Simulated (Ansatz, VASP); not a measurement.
CdF2 in VASP and in Ansatz

File INCAR:

```
  ALGO = Normal
  EDIFF = 1E-6
  ENCUT = 520
  GGA = PS
  ISIF = 2
  ISMEAR = -1
  LASPH = T
  LCHARG = T
  LELF = T
  LREAL = F
  LVHAR = T
  LWAVE = F
  NBANDS = 20
  NELM = 60
  PREC = Accurate
  SIGMA = 0.05
```

The input KPOINTS:

```
k-points
0
Gamma
  9 9 9
```

Contents of POSCAR:

```
CdF2
1.0
    0.0000000000      2.6940000000      2.6940000000
    2.6940000000      0.0000000000      2.6940000000
    2.6940000000      2.6940000000      0.0000000000
Cd F
1 2
Direct
    0.0000000000      0.0000000000      0.0000000000
    0.7500000000      0.7500000000      0.7500000000
    0.2500000000      0.2500000000      0.2500000000
```

Contents of input.yaml:

```yaml
crystal:
  lattice:
    - [0.0, 2.694, 2.694]
    - [2.694, 0.0, 2.694]
    - [2.694, 2.694, 0.0]
  atoms:
    - { symbol: Cd, position: [0.0, 0.0, 0.0] }
    - { symbol: F, position: [0.75, 0.75, 0.75] }
    - { symbol: F, position: [0.25, 0.25, 0.25] }
hamiltonian:
  xc: pbesol
  pseudopotentials: { kind: paw }
kpoints:
  mp_grid: { grid: [9, 9, 9] }
  band_path:
    path:
      - [[0.0, 0.0, 0.0], [0.5, 0.0, 0.5], [0.5, 0.25, 0.75], [0.375, 0.375, 0.75], [0.0, 0.0, 0.0], [0.5, 0.5, 0.5], [0.625, 0.25, 0.625], [0.5, 0.25, 0.75], [0.5, 0.5, 0.5], [0.375, 0.375, 0.75]]
      - [[0.625, 0.25, 0.625], [0.5, 0.0, 0.5]]
    npoints: 14
scf:
  occupations: { method: fermi_dirac, width: 0.05 }
  n_extra_bands: 7
output:
  forces: true
  stress: true
  eigenvalues: true
  fatbands: true
```

Alike in both runs: functional PBEsol; k mesh 9 × 9 × 9; occupations fermi-dirac, width 0.05 eV; no spin polarisation.

|  | VASP | Ansatz |
| --- | --- | --- |
| version | VASP 6.6.1 | Ansatz 0.2.0 |
| potentials or method | VASP PAW PBE potentials, release 64 (Cd, F) | Ansatz PAW |
| plane-wave cutoff (eV) | 520 | 420 |
| valence electrons in the cell | 26 | 34 |
| task | single point | band structure |

```csv
,VASP,Ansatz,Ansatz less VASP
gap on the k mesh at the Fermi level (eV),2.93,2.96,+0.032
least direct gap on the mesh (eV),3.39,3.42,+0.031
pressure (GPa),0.5,-0.2,-0.78
```

The two sets of potentials don't hold the same shells in valence.

Caveats: the PAW data sets were made with another functional, which shifts forces and pressure a little (VASP); an odd mesh through Γ misses points on the zone boundary, where band edges often lie (VASP); the pressure holds a Pulay correction of +0.7 GPa for the finite cutoff (Ansatz); the PAW data sets come from PBE, with cores solved anew for the run's functional, which leaves a small shift of forces and pressure (Ansatz). PBEsol gaps usually lie below the measured ones, often by a third to a half.
